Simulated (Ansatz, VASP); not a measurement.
InP in VASP and in Ansatz

The input INCAR:

```
SYSTEM = InP
PREC = Accurate
ENCUT = 520
EDIFF = 1E-6
ISMEAR = 0
SIGMA = 0.02
LREAL = .FALSE.
LASPH = .TRUE.
NELM = 100
ALGO = Fast
ISIF = 2
LWAVE = .FALSE.
LCHARG = .FALSE.
GGA = PE
NBANDS = 16
```

KPOINTS

```
Automatic mesh
0
G
  10 10 10
  0 0 0
```

File POSCAR:

```
InP
1.0
    0.0000000000      2.9800342060      2.9800342060
    2.9800342060      0.0000000000      2.9800342060
    2.9800342060      2.9800342060      0.0000000000
In P
1 1
Direct
    0.0000000000      0.0000000000      0.0000000000
    0.2500000000      0.2500000000      0.2500000000
```

Input for Ansatz:

```yaml
crystal:
  lattice:
    - [0.0, 2.980034206, 2.980034206]
    - [2.980034206, 0.0, 2.980034206]
    - [2.980034206, 2.980034206, 0.0]
  atoms:
    - { symbol: In, position: [0.0, 0.0, 0.0] }
    - { symbol: P, position: [0.25, 0.25, 0.25] }
basis:
  ecutwfc: 420
kpoints:
  mp_grid: { grid: [10, 10, 10] }
  band_path:
    path:
      - [[0.0, 0.0, 0.0], [-0.5, -0.5, 0.0], [-0.375, -0.375, 0.25]]
      - [[-0.375, 0.0, 0.375], [0.0, 0.0, 0.0], [0.0, 0.0, 0.5], [-0.5, -0.25, 0.25], [-0.5, -0.5, 0.0]]
    npoints: 14
hamiltonian:
  xc: pbe
scf:
  occupations: { method: gaussian, width: 0.02 }
  n_extra_bands: 6
output:
  forces: true
  stress: true
  eigenvalues: true
  populations: true
  dos: { projected: true, de: 0.02, nscf_kmesh: { grid: [15, 15, 15] } }
  bader: true
  write_density: true
  write_potential: true
  elf: true
  volumetric_format: npy
```

Alike in both runs: task single point; functional PBE; k mesh 10 × 10 × 10; occupations gaussian, width 0.02 eV; no spin polarisation.

```csv
,VASP,Ansatz
version,VASP 6.6.1,Ansatz 0.2.0
potentials or method,"VASP PAW PBE potentials, release 64 (In_d, P)","scalar-relativistic, plane waves, PAW"
plane-wave cutoff (eV),520,420
valence electrons in the cell,18,18
```

|  | VASP | Ansatz | Ansatz less VASP |
| --- | --- | --- | --- |
| gap on the k mesh at the Fermi level (eV) | 0.44 | 0.44 | +0.003 |
| least direct gap on the mesh (eV) | 0.44 | 0.44 | +0.003 |
| pressure (GPa) | -0.1 | 0.0 | +0.09 |

With one functional, cell and mesh, what is left measures potentials, basis and numerics.

Caveats: spin-orbit coupling is left out, which moves the levels of the heavy elements. PBE gaps usually lie below the measured ones, often by a third to a half.
